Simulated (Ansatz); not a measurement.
# BeTe (F-43m) in Ansatz: settings compared

Aim: see how the results for BeTe move with the level of theory and the settings. Levels: BLYP+D4, r2SCAN+rVV10, PBE. Tasks: relaxation of cell and atoms, single point.

Program: Ansatz 0.2.0. These are calculated values, not measurements. Logs are shortened: lines on timing, memory, paths and dates and some standing lists are left out, and cuts for length are marked.

### 1 The structure

Symmetry: F-43m, No. 216, cubic system. The conventional cell has a = 5.540 Å, b = 5.540 Å, c = 5.540 Å, α = 90.00°, β = 90.00°, γ = 90.00°. Te (site symmetry -43m) has 4 Be at 2.40 Å as nearest neighbours. Be (site symmetry -43m) has 4 Te at 2.40 Å as nearest neighbours.

### 2 Relaxation of cell and atoms, BLYP+D4

Input file input.yaml:

```yaml
crystal:
  lattice:
    - [0.0, 2.77, 2.77]
    - [2.77, 0.0, 2.77]
    - [2.77, 2.77, 0.0]
  atoms:
    - { symbol: Te, position: [0.75, 0.75, 0.75] }
    - { symbol: Be, position: [0.0, 0.0, 0.0] }
hamiltonian:
  xc: blyp
  pseudopotentials: { kind: paw }
  dispersion: d4
kpoints:
  mp_grid: { grid: [8, 8, 8] }
scf:
  occupations: { method: fermi_dirac, width: 0.05 }
output:
  forces: true
  stress: true
relax:
  f_tol: 0.01
  max_steps: 40
  cell: { stress_tol: 0.05 }
```

Potentials or basis: Ansatz PAW.

On the command line:

```bash
$ ansatz run input.yaml --threads 2 --pin off --max-ram 5120MiB --backend cpu --events-out ev --progress --plain --runs-dir out
```

What it wrote:

```text
Warning: RAYON_NUM_THREADS=2 ignored (pool sized by the plan → 2); use --threads N
Engine: ansatz 0.2.0, aarch64-unknown-linux-gnu
Pseudopotentials: kind: paw
Pseudopotential: Te, paw, valence charge 16, recommended cutoff 420 eV (normal), Te.paw.azcp
Pseudopotential: Be, paw, valence charge 2, recommended cutoff 420 eV (normal), Be.paw.azcp
Functional definition: BLYP
  parameter beta = 0.0042
  parameter a = 0.04918
  parameter b = 0.132
  parameter c = 0.2533
  parameter d = 0.349
  exchange = b88_x(beta = beta)
  correlation = lyp_c(a = a, b = b, c = c, d = d)
Crystal: 2 atoms, lattice volume = 42.508 Å³
Basis set: ecut = 420 eV, 869 PW (Γ), exchange–correlation on 54×54×54 points (8 copies of the dense FFT grid, shifted against one another)
Bands: 13, of which v1, the nominal top of the filled ones, is band 9 counted from 1 (8 counted from 0)
Symmetry: 24 space group operations
Space group: F-43m (ITA 216), of the structure as read, at distance tolerance 3.5e-5 Å
k-points: 29 of 512 (time reversal used)
Non-local potential: Te, projectors of the file, l = 0: 2, l = 1: 2, l = 2: 2, l = 3: 2
Non-local potential: Be, projectors of the file, l = 0: 2, l = 1: 2, l = 2: 1
PAW form: soft (Blöchl's): semilocal exchange-correlation on the pseudo side does not see the compensation charge
PAW frozen core: Te, regenerated for the run's functional, and the local potential with it (the file was generated under x = pbe(κ = 0.804, μ = 0.2195149727645171), c = pbe(β = 0.06672455060314922))
PAW frozen core: Be, regenerated for the run's functional, and the local potential with it (the file was generated under x = pbe(κ = 0.804, μ = 0.2195149727645171), c = pbe(β = 0.06672455060314922))
PAW one-centre angular grid: Te, 590 points (default); XC on 64 Gauss nodes
PAW one-centre angular grid: Be, 110 points (default); XC on 64 Gauss nodes
Initial density: superposition of atomic densities (neutral atoms: chi_scale 0, normalization atom), corrected by the library's trained network
Initial wavefunctions: pseudopotential atomic-orbital guess
Functional: x = b88, c = lyp
SCF iter   1: F=—  HF=-7092.197350 eV  |F-HF|=—  |Δ(HF+E_count)|=         —  Δρ=5.31e-3  dr2=1.67e-2  ethr=1.77e-3  ⟨swp⟩=6.3  Hψ=2408  notcnv=0
preconditioner: auto → none  [insulator: Δε(μ)=2.213 eV  Ē_g=10.683 eV  σ=0.050 eV  W_gap=1.00  n_scr=14 (ndim 8)  ℏωp=16.1 eV  f_vac=0.007  D(μ)=0.00/eV (n_scr^D=0)  ε∞_Penn≈3.3]
SCF iter   2: F=—  HF=-7092.192070 eV  |F-HF|=—  |Δ(HF+E_count)|=   5.28e-3  Δρ=2.03e-3  dr2=1.72e-3  ethr=9.26e-5  ⟨swp⟩=2.8  Hψ=831  notcnv=0
SCF iter   3: F=—  HF=-7092.191363 eV  |F-HF|=—  |Δ(HF+E_count)|=   7.07e-4  Δρ=5.88e-4  dr2=1.99e-4  ethr=9.55e-6  ⟨swp⟩=3.0  Hψ=653  notcnv=0
SCF iter   4: F=—  HF=-7092.191312 eV  |F-HF|=—  |Δ(HF+E_count)|=   5.10e-5  Δρ=1.05e-4  dr2=6.50e-6  ethr=1.11e-6  ⟨swp⟩=2.0  Hψ=476  notcnv=0
SCF iter   5: F=—  HF=-7092.191303 eV  |F-HF|=—  |Δ(HF+E_count)|=   9.20e-6  Δρ=2.68e-5  dr2=4.81e-7  ethr=3.61e-8  ⟨swp⟩=3.0  Hψ=638  notcnv=0
SCF iter   6: F=-7092.191303 eV  HF=-7092.191303 eV  |F-HF|=2.80e-8  |Δ(HF+E_count)|=   1.82e-7  Δρ=6.53e-6  dr2=3.16e-8  ethr=5.56e-10  ⟨swp⟩=5.0  Hψ=1232  notcnv=0
SCF 1 converged in 6 iterations: F = -7092.191303 eV  dr2 = 3.16e-8
relax step   1: F+E_penalty+E_count = -7092.19130307 eV  Δ(F+E_penalty+E_count) = +0.000e0 eV  max|allowed force component| = 1.353e-16 eV/Å  Δτ_max = 0.0000 Å  P = +2.245 GPa  Ω = 42.508 Å³  (6 SCF iters, dr2 threshold 1.00e-7 eV, accepted)
Crystal: 2 atoms, lattice volume = 44.476 Å³
Basis set: ecut = 420 eV, 893 PW (Γ), exchange–correlation on 54×54×54 points (8 copies of the dense FFT grid, shifted against one another)
Initial density: handed on by an earlier stage of this run
Initial wavefunctions: those handed on with the density
iter 1 solved again at ethr=5.18e-5 eV; its pass at ethr=3.10e-3 eV (dr2=9.33e-3 eV) is discarded
SCF iter   1: F=—  HF=-7092.203371 eV  |F-HF|=—  |Δ(HF+E_count)|=         —  Δρ=3.27e-3  dr2=9.45e-3  ethr=5.18e-5  ⟨swp⟩=1.0  Hψ=2850  notcnv=0
preconditioner: auto → none  [insulator: Δε(μ)=2.246 eV  Ē_g=10.418 eV  σ=0.050 eV  W_gap=1.00  n_scr=14 (ndim 8)  ℏωp=15.7 eV  f_vac=0.020  D(μ)=0.00/eV (n_scr^D=0)  ε∞_Penn≈3.3]
SCF iter   2: F=—  HF=-7092.200283 eV  |F-HF|=—  |Δ(HF+E_count)|=   3.09e-3  Δρ=7.83e-4  dr2=5.39e-4  ethr=5.18e-5  ⟨swp⟩=2.2  Hψ=577  notcnv=0
SCF iter   3: F=—  HF=-7092.200144 eV  |F-HF|=—  |Δ(HF+E_count)|=   1.39e-4  Δρ=2.48e-4  dr2=3.48e-5  ethr=2.99e-6  ⟨swp⟩=2.0  Hψ=493  notcnv=0
SCF iter   4: F=—  HF=-7092.200144 eV  |F-HF|=—  |Δ(HF+E_count)|=   7.27e-7  Δρ=7.09e-5  dr2=1.84e-6  ethr=1.93e-7  ⟨swp⟩=2.1  Hψ=486  notcnv=0
SCF iter   5: F=-7092.200144 eV  HF=-7092.200144 eV  |F-HF|=1.10e-8  |Δ(HF+E_count)|=   7.35e-7  Δρ=8.34e-6  dr2=1.44e-8  ethr=1.11e-9  ⟨swp⟩=5.0  Hψ=1247  notcnv=0
SCF 2 converged in 5 iterations: F = -7092.200144 eV  dr2 = 1.44e-8
relax step   2: F+E_penalty+E_count = -7092.20014436 eV  Δ(F+E_penalty+E_count) = -8.841e-3 eV  max|allowed force component| = 2.544e-17 eV/Å  Δτ_max = 0.0000 Å  P = -0.641 GPa  Ω = 44.476 Å³  energy of the carried Pulay correction = -3.591e-4 eV  (5 SCF iters, dr2 threshold 2.00e-7 eV, accepted)
Crystal: 2 atoms, lattice volume = 44.024 Å³
iter 1 solved again at ethr=2.57e-6 eV; its pass at ethr=3.10e-3 eV (dr2=4.62e-4 eV) is discarded
SCF iter   1: F=—  HF=-7092.201344 eV  |F-HF|=—  |Δ(HF+E_count)|=         —  Δρ=7.21e-4  dr2=4.50e-4  ethr=2.57e-6  ⟨swp⟩=2.0  Hψ=2724  notcnv=0
preconditioner: auto → none  [insulator: Δε(μ)=2.220 eV  Ē_g=10.456 eV  σ=0.050 eV  W_gap=1.00  n_scr=14 (ndim 8)  ℏωp=15.8 eV  f_vac=0.013  D(μ)=0.00/eV (n_scr^D=0)  ε∞_Penn≈3.3]
SCF iter   2: F=—  HF=-7092.201197 eV  |F-HF|=—  |Δ(HF+E_count)|=   1.47e-4  Δρ=1.72e-4  dr2=2.55e-5  ethr=2.50e-6  ⟨swp⟩=2.0  Hψ=458  notcnv=0
SCF iter   3: F=—  HF=-7092.201185 eV  |F-HF|=—  |Δ(HF+E_count)|=   1.14e-5  Δρ=5.58e-5  dr2=1.79e-6  ethr=1.42e-7  ⟨swp⟩=2.0  Hψ=493  notcnv=0
SCF iter   4: F=-7092.201185 eV  HF=-7092.201185 eV  |F-HF|=2.60e-8  |Δ(HF+E_count)|=   1.66e-7  Δρ=1.53e-5  dr2=8.72e-8  ethr=1.11e-9  ⟨swp⟩=5.0  Hψ=1319  notcnv=0
SCF 3 converged in 4 iterations: F = -7092.201185 eV  dr2 = 8.72e-8
relax step   3: F+E_penalty+E_count = -7092.20118497 eV  Δ(F+E_penalty+E_count) = -1.041e-3 eV  max|allowed force component| = 3.643e-17 eV/Å  Δτ_max = 0.0000 Å  P = -0.032 GPa  Ω = 44.024 Å³  energy of the carried Pulay correction = -2.780e-4 eV  (4 SCF iters, dr2 threshold 2.00e-7 eV, accepted)
Initial wavefunctions: pseudopotential atomic-orbital guess (no wavefunctions were taken with the density)
iter 1 solved again at ethr=1.22e-6 eV; its pass at ethr=3.10e-3 eV (dr2=2.19e-4 eV) is discarded
SCF iter   1: F=—  HF=-7092.200723 eV  |F-HF|=—  |Δ(HF+E_count)|=         —  Δρ=2.41e-4  dr2=6.64e-7  ethr=1.22e-6  ⟨swp⟩=2.2  Hψ=3290  notcnv=0
eigensolver tolerance schedule: the retry pair's looser diagonalisation over-reported the residual by 329.63 of it (diagonalisation noise at 0.15 of the residual, at the tolerance the schedule requests for it); recorded, not acted on — ethr = c·dr2/N_el stays at c = 1.0e-1
preconditioner: auto → none  [insulator: Δε(μ)=2.221 eV  Ē_g=10.459 eV  σ=0.050 eV  W_gap=1.00  n_scr=14 (ndim 8)  ℏωp=15.8 eV  f_vac=0.014  D(μ)=0.00/eV (n_scr^D=0)  ε∞_Penn≈3.3]
SCF iter   2: F=—  HF=-7092.201270 eV  |F-HF|=—  |Δ(HF+E_count)|=   5.47e-4  Δρ=1.20e-4  dr2=1.56e-7  ethr=3.69e-9  ⟨swp⟩=2.3  Hψ=577  notcnv=0
SCF iter   3: F=—  HF=-7092.201457 eV  |F-HF|=—  |Δ(HF+E_count)|=   1.87e-4  Δρ=7.50e-6  dr2=1.14e-9  ethr=8.64e-10  ⟨swp⟩=2.1  Hψ=503  notcnv=0
SCF iter   4: F=—  HF=-7092.201458 eV  |F-HF|=—  |Δ(HF+E_count)|=   7.23e-7  Δρ=6.10e-7  dr2=1.71e-10  ethr=6.35e-12  ⟨swp⟩=2.4  Hψ=589  notcnv=0
SCF iter   5: F=-7092.201458 eV  HF=-7092.201458 eV  |F-HF|=7.28e-11  |Δ(HF+E_count)|=   1.76e-9  Δρ=1.47e-7  dr2=4.45e-12  ethr=1.00e-12  ⟨swp⟩=5.0  Hψ=1840  notcnv=0
SCF 4 converged in 5 iterations: F = -7092.201458 eV  dr2 = 4.45e-12
relax step   4: F+E_penalty+E_count = -7092.20145779 eV  Δ(F+E_penalty+E_count) = -2.728e-4 eV  max|allowed force component| = 2.747e-17 eV/Å  Δτ_max = 0.0000 Å  P = -0.032 GPa  Ω = 44.024 Å³  stress off target by 3.19e-2 GPa  SCF on the basis re-selected at this cell (its energy is not comparable with the rows above)  (5 SCF iters)
basis re-selected at this cell: Δ(F+E_penalty+E_count) = -2.728e-4 eV, ΔP = +0.001 GPa vs the last step (what re-selecting the basis moved, of the pressure what is left beyond the Pulay correction that the steps carried, after the strain that the cell walked since its last selection, with what the two solves' SCF thresholds leave and, on support functions, any second-order correction that the steps lacked; it is no measure of the basis error at this ecutwfc). This SCF's stress stands 3.19e-2 GPa from its target on what of the cell is left free (relax.cell.stress_tol is 5.00e-2 GPa) and its largest allowed force component is 2.75e-17 eV/Å (relax.f_tol is 1.00e-2 eV/Å): within both
SCF converged after 5 iterations
Free energy (F): -7092.201458 eV
Harris-Foulkes:  -7092.201458 eV  (|F-HF|=7.28e-11)
Internal energy: -7092.201458 eV  (E = F + TS)
E sigma→0 (E₀):  -7092.201458 eV
Fermi energy:    9.082350 eV
--- Per-component energies (eV) ---
  E_band       = -256.635454
  E_kinetic    = 201.860177
  E_local      = -1359.460969  (includes V_loc(G=0)·N_el)
  E_nonlocal   = -306.702711
  E_hartree    = 854.780526
  E_xc         = -141.432581
  E_vxc        = -121.253318  (∫ρ·V_xc dr)
  E_paw        = -4742.831978  (= ΣΔE_a)
  E_vpaw       = -380.639418  (= ΣTr[D̂ρ^β])
  E_aug_tail   = -0.000218  (compensation charges beyond the density's cutoff)
  E_ewald      = -1597.152343
  E_disp       = -1.233689  (pairwise vdW)
  E_core_change = -0.027672  (= ΣΔE_core)
  E_smearing   = -0.000000  (= −TS)
  E_closure    = 0.000000  (closes the sum)
  Σ components = -7092.201458   (vs F -7092.201458, Δ=0.00e0)
--- Forces (eV/Å), atoms counted from 1 ---
  atom   1  Te     0.00000000     0.00000000     0.00000000
  atom   2  Be     0.00000000     0.00000000     0.00000000
  max |Σ_I F_I| component: 7.46e-17 eV/Å
--- Stress (GPa, compression-positive) ---
       -0.031933      -0.000000      -0.000000
       -0.000000      -0.031933       0.000000
       -0.000000      -0.000000      -0.031933
  P = ⅓ Tr σ = -0.0319 GPa (-0.319 kbar)
--- Relaxed structure (3 steps of the walk, 3 accepted, 1 SCFs on fresh bases) ---
  F+E_penalty+E_count = -7092.20145779 eV   max|allowed force component| = 2.747e-17 eV/Å   (the final SCF, on the basis selected at the relaxed cell)
  cell:  # Å, volume = 44.0237 Å³
    - [-2.038148813158234e-34, 2.80254214166937, 2.80254214166937]
    - [2.80254214166937, 4.3820199482902076e-33, 2.80254214166937]
    - [2.80254214166937, 2.80254214166937, 5.197279473553502e-33]
  atoms:
    - { symbol: Te, position: [0.7499999999999999, 0.7499999999999999, 0.7499999999999999] }
    - { symbol: Be, position: [9.038660388820963e-34, -1.0429223525562648e-33, -1.3673870844626583e-33] }
```

Run time: 4 s. Hardware: 2 threads of Arm Neoverse V1, shared host; peak memory 0.31 GiB.

What came out:

* Free energy: -7092.2015 eV
* Relaxed volume: 22.01 Å³/atom
* Relaxed cell: a = 3.963 Å, b = 3.963 Å, c = 3.963 Å, α = 60.00°, β = 60.00°, γ = 60.00°
* Space group after relaxing (to 0.05 Å): F-43m (No. 216)
* Energy gained by relaxing: 5.1 meV/atom
* Ionic steps: 4
* Pressure after relaxing: 0.0 GPa
* Band gap on the k mesh: 2.22 eV

Step by step:
| step | energy change (eV) | largest force (eV/Å) | volume (Å³) |
| --- | --- | --- | --- |
| 1 | 0.0000 | 0.0000 | 42.51 |
| 2 | -0.0088 | 0.0000 | 44.48 |
| 3 | -0.0099 | 0.0000 | 44.02 |
| 4 | -0.0102 | 0.0000 | 44.02 |

Final structure:
```yaml
crystal:
  lattice:
    - [0.00000, 2.80254, 2.80254]
    - [2.80254, 0.00000, 2.80254]
    - [2.80254, 2.80254, 0.00000]
  atoms:
    - { symbol: Te, position: [0.75000, 0.75000, 0.75000] }
    - { symbol: Be, position: [0.00000, 0.00000, 0.00000] }
```

Caveat: the plane-wave basis is chosen anew once the cell has moved, so the energies of steps on either side of that aren't comparable; spin-orbit coupling is left out, which moves the levels of the heavy elements; the PAW data sets come from PBE, with cores solved anew for the run's functional, which leaves a small shift of forces and pressure. A hybrid or GW would open this gap; BLYP tends to underestimate it.

### 3 Relaxation of cell and atoms, r2SCAN+rVV10

input.yaml, as its differences from that of step 2:

```diff
@@ -9,5 +9,5 @@
 hamiltonian:
-  xc: blyp
+  xc: r2scan
   pseudopotentials: { kind: paw }
-  dispersion: d4
+  dispersion: rvv10
 kpoints:
@@ -19,2 +19,6 @@
   stress: true
+  write_density: true
+  write_potential: true
+  elf: true
+  volumetric_format: npy
 relax:
```

Potentials or basis: Ansatz PAW.

On the command line:

```bash
$ ansatz run input.yaml --threads 2 --pin off --max-ram 5120MiB --backend cpu --events-out ev --progress --plain --runs-dir out
```

It took 18 s on 2 threads of Arm Neoverse V1, shared host; peak memory 0.55 GiB.

Results (log left out):

```yaml
Free_energy: -7086.9803 eV
Relaxed_volume: 22.39 Å³/atom
Relaxed_cell: a = 3.986 Å, b = 3.986 Å, c = 3.986 Å, α = 60.00°, β = 60.00°, γ = 60.00°
Space_group_after_relaxing_to_0.05_Å: F-43m (No. 216)
Energy_gained_by_relaxing: 11.9 meV/atom
Ionic_steps: 5
Pressure_after_relaxing: 0.0 GPa
Band_gap_on_the_k_mesh: 2.29 eV, indirect (least direct gap 4.02 eV)
```

Step by step:
```
step  energy change (eV)  largest force (eV/Å)  volume (Å³)
   1              0.0000                0.0000        42.51
   2             -0.0206                0.0000        45.62
   3             -0.0236                0.0000        44.84
   4             -0.0236                0.0000        44.77
   5             -0.0239                0.0000        44.77
```

Final structure:
```
CELL_PARAMETERS angstrom
0.00000 2.81838 2.81838
2.81838 0.00000 2.81838
2.81838 2.81838 0.00000
ATOMIC_POSITIONS crystal
Te 0.75000 0.75000 0.75000
Be 0.00000 0.00000 0.00000
```

Levels at points of the mesh, in eV from the valence-band top:
```tsv
k point	band 7	band 8	band 9	band 10	band 11	band 12
(0.00, 0.00, 0.00)	0.00	0.00	0.00	4.02	4.02	4.02
(0.00, 0.00, -0.50)	-5.76	-1.17	-1.17	3.52	5.01	5.01
(0.00, -0.50, -0.50)	-5.34	-2.74	-2.74	2.29	2.96	10.59
```

Caveat: the plane-wave basis is chosen anew once the cell has moved, so the energies of steps on either side of that aren't comparable; spin-orbit coupling is left out, which moves the levels of the heavy elements; the PAW data sets come from PBE, with cores solved anew for the run's functional, which leaves a small shift of forces and pressure.

### 4 Single point, PBE

Input file input.yaml:

```yaml
crystal:
  lattice:
    - [0.0, 2.77, 2.77]
    - [2.77, 0.0, 2.77]
    - [2.77, 2.77, 0.0]
  atoms:
    - { symbol: Te, position: [0.75, 0.75, 0.75] }
    - { symbol: Be, position: [0.0, 0.0, 0.0] }
hamiltonian:
  xc: pbe
  pseudopotentials: { kind: paw }
kpoints:
  mp_grid: { grid: [8, 8, 8] }
scf:
  occupations: { method: fermi_dirac, width: 0.05 }
basis:
  ecutwfc: "350 eV"
output:
  forces: true
  stress: true
  eigenvalues: true
```

On the command line:

```bash
$ ansatz run input.yaml --threads 2 --pin off --max-ram 5120MiB --backend cpu --events-out ev --progress --plain --runs-dir out
```

Wall time 0.84 s (2 threads of Arm Neoverse V1, shared host); peak memory 0.28 GiB.

Results (log left out):

- Free energy: -7073.4042 eV
- Pressure: 4.3 GPa
- Band gap on the k mesh: 1.86 eV, indirect (least direct gap 3.59 eV)

Levels at points of the mesh, in eV from the valence-band top:
```tsv
k point	band 7	band 8	band 9	band 10	band 11	band 12
(0.00, 0.00, 0.00)	0.00	0.00	0.00	3.59	3.59	3.59
(0.00, 0.00, -0.50)	-5.86	-1.22	-1.22	3.22	4.59	4.59
(0.00, -0.50, -0.50)	-5.38	-2.83	-2.83	1.86	2.61	10.07
```

Caveat: spin-orbit coupling is left out, which moves the levels of the heavy elements; the cutoff lies under the one recommended for these potentials. Expect the measured gap to be larger: semilocal functionals such as PBE lack the derivative discontinuity.

### 5 Single point, PBE

input.yaml, as its differences from that of step 4:

```diff
@@ -12,7 +12,5 @@
 kpoints:
-  mp_grid: { grid: [8, 8, 8] }
+  mp_grid: { grid: [15, 15, 15] }
 scf:
   occupations: { method: fermi_dirac, width: 0.05 }
-basis:
-  ecutwfc: "350 eV"
 output:
@@ -21 +19,5 @@
   eigenvalues: true
+  write_density: true
+  write_potential: true
+  elf: true
+  volumetric_format: npy
```

On the command line:

```bash
$ ansatz run input.yaml --threads 2 --pin off --max-ram 5120MiB --backend cpu --events-out ev --progress --plain --runs-dir out
```

Run time: 5.4 s. Hardware: 2 threads of Arm Neoverse V1, shared host; peak memory 0.38 GiB.

The run converged. Its results:

```
Free energy            : -7073.4087 eV
Pressure               : 4.3 GPa
Band gap on the k mesh : 1.88 eV, indirect (least direct gap 3.59 eV)
```

Levels at points of the mesh, in eV from the valence-band top:
```tsv
k point	band 7	band 8	band 9	band 10	band 11	band 12
(0.00, 0.00, 0.00)	0.00	0.00	0.00	3.59	3.59	3.59
```

Caveat: odd divisions of the mesh miss points on the zone boundary, where band edges often lie, so the gap on the mesh can be too wide; spin-orbit coupling is left out, which moves the levels of the heavy elements. A k mesh can miss the band edges.

### 6 The runs side by side

| task | level | cell | k mesh | cutoff (eV) | gap on the mesh (eV) | pressure (GPa) | relaxed volume (Å³/atom) |
| --- | --- | --- | --- | --- | --- | --- | --- |
| relaxation of cell and atoms | BLYP+D4 | relaxed | 8 × 8 × 8 | 420 | 2.22 | 0.0 | 22.01 |
| relaxation of cell and atoms | r2SCAN+rVV10 | relaxed | 8 × 8 × 8 | 500 | 2.29 | 0.0 | 22.39 |
| single point | PBE | as given | 8 × 8 × 8 | 350 | 1.86 | 4.3 | - |
| single point | PBE | as given | 15 × 15 × 15 | 420 | 1.88 | 4.3 | - |

Alike in all rows: potentials or basis Ansatz PAW; no spin polarisation; smearing fermi-dirac 0.05 eV.

Caveats: spin-orbit coupling is left out, which moves the levels of the heavy elements; the plane-wave basis is chosen anew once the cell has moved, so the energies of steps on either side of that aren't comparable (some runs); the PAW data sets come from PBE, with cores solved anew for the run's functional, which leaves a small shift of forces and pressure (some runs); the cutoff lies under the one recommended for these potentials (some runs); odd divisions of the mesh miss points on the zone boundary, where band edges often lie, so the gap on the mesh can be too wide (some runs).

Total energies depend on the potentials used, so only differences within one code and one set of settings carry meaning.
